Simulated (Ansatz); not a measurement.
## Mn₅Al₉Cu: course of a relaxation

Level of theory: Ansatz 0.2.0, DFT r2SCAN, scalar-relativistic, plane waves, PAW. Settings: 500 eV cutoff, 6×6×6 k-mesh, Gaussian smearing of 0.10 eV, collinear spin.

What was changed: 5 of 6 Cu sites taken by Mn, cell and atoms relaxed.

With moments and this functional the run may sit in a state above the lowest one.

Command:

```bash
ansatz run input.yaml --threads 2 --pin off --max-ram 5120MiB --backend cpu --events-out ev --progress --plain --runs-dir out
```

Input:

```yaml
crystal:
  lattice:
    - [-2.0961592977, 3.6306544044, -5.1156928932]
    - [4.1923185954, 0.0, -5.1156928932]
    - [-2.0961592977, -3.6306544044, -5.1156928932]
  atoms:
    - { symbol: Al, position: [0.3333333333, 0.3333333333, 0.3333333333] }
    - { symbol: Al, position: [0.0, 0.0, 0.0] }
    - { symbol: Al, position: [0.6666666667, 0.6666666667, 0.6666666667] }
    - { symbol: Al, position: [0.881377114, 0.5480437807, 0.2147104473] }
    - { symbol: Al, position: [0.5480437807, 0.2147104473, 0.881377114] }
    - { symbol: Al, position: [0.2147104473, 0.881377114, 0.5480437807] }
    - { symbol: Al, position: [0.4519562193, 0.7852895527, 0.118622886] }
    - { symbol: Al, position: [0.118622886, 0.4519562193, 0.7852895527] }
    - { symbol: Al, position: [0.7852895527, 0.118622886, 0.4519562193] }
    - { symbol: Mn, position: [0.7146614979, 0.3813281646, 0.0479948313], spin: 3.45 }
    - { symbol: Mn, position: [0.3813281646, 0.0479948313, 0.7146614979], spin: 3.45 }
    - { symbol: Mn, position: [0.0479948313, 0.7146614979, 0.3813281646], spin: 3.45 }
    - { symbol: Cu, position: [0.6186718354, 0.9520051687, 0.2853385021] }
    - { symbol: Mn, position: [0.2853385021, 0.6186718354, 0.9520051687], spin: 3.45 }
    - { symbol: Mn, position: [0.9520051687, 0.2853385021, 0.6186718354], spin: 3.45 }
basis:
  ecutwfc: 500
kpoints:
  mp_grid: { grid: [6, 6, 6] }
hamiltonian:
  xc: r2scan
scf:
  occupations: { method: gaussian, width: 0.1 }
output:
  forces: true
  stress: true
  eigenvalues: true
  populations: true
  write_density: true
  write_potential: true
  elf: true
  volumetric_format: npy
magnetization:
  spin_polarized: true
relax:
  adjacent_minimum: "off"
  f_tol: 0.015
  max_steps: 60
  cell: { stress_tol: 0.15 }
```

F is the free energy. Steps run on the plane waves of an earlier cell, but the last one, and at times one on the way, on a freshly chosen basis, so a repeated geometry can differ a little in energy.

Steps:

```csv
step,F − F(1) (eV),largest force component (eV/Å),V (Å³/atom),P (GPa)
1,0.0000,0.339,15.573,-0.23
2,-0.0447,0.103,15.560,-0.09
3,-0.0515,0.042,15.546,0.04
4,-0.0527,0.006,15.557,-0.03
5,-0.0526,0.006,15.557,-0.03
```

Relaxed structure:

```xyz
15
Lattice="-2.0986 3.6350 -5.0982 4.1973 0.0000 -5.0982 -2.0986 -3.6350 -5.0982" Properties=species:S:1:pos:R:3 pbc="T T T"
Al   -0.0248    0.0092   -5.0471
Al    0.0044   -0.0261    0.0511
Al    0.0204    0.0168  -10.1453
Al    0.0178    2.4274   -8.3871
Al   -2.1040   -1.2291   -8.3871
Al    2.0862   -1.1983   -8.3871
Al    2.0986    1.2117   -6.9560
Al    0.0000   -2.4233   -6.9407
Al   -2.0986    1.2117   -6.9059
Mn    0.0234    2.4288   -5.8207
Mn   -2.1056   -1.2347   -5.8207
Mn    2.0822   -1.1941   -5.8207
Cu    2.0986    1.2117   -9.4872
Mn    0.0000   -2.4233   -9.5141
Mn   -2.0986    1.2117   -9.4937
```

The structure is trigonal, space group R3 (No. 146). Conventional cell: a = 7.270 Å, b = 7.270 Å, c = 15.295 Å, α = 90.00°, β = 90.00°, γ = 120.00°. Al (site symmetry 1) has 1 Cu at 2.49 Å and 5 Mn at 2.52 to 2.55 Å as nearest neighbours. Around Al (site symmetry 1) lie 4 Mn at 2.53 to 2.68 Å and 1 Cu at 2.65 Å and 3 Al at 2.80 to 2.86 Å. Around Al (site symmetry 3) lie 1 Cu at 2.53 Å and 4 Mn at 2.54 to 2.66 Å and 3 Al at 2.80 Å. Around Al (site symmetry 3) lie 5 Mn at 2.55 to 2.66 Å and 3 Al at 2.82 Å. Al (site symmetry 3) has 1 Cu at 2.52 Å and 4 Mn at 2.59 to 2.68 Å and 3 Al at 2.86 Å as nearest neighbours. Around Mn (site symmetry 1) lie 8 Al at 2.53 to 2.68 Å and 2 Mn at 2.79 to 2.81 Å and 1 Cu at 2.83 Å. Cu (site symmetry 3) has 8 Al at 2.49 to 2.65 Å and 3 Mn at 2.83 Å as nearest neighbours. Mn (site symmetry 3) has 8 Al at 2.52 to 2.67 Å and 3 Mn at 2.79 Å as nearest neighbours.

The run converged. It took 17 min on 2 threads of Oxide Virtual Turin-like Processor (Zen 5), on a shared host, peak memory 2.1 GiB.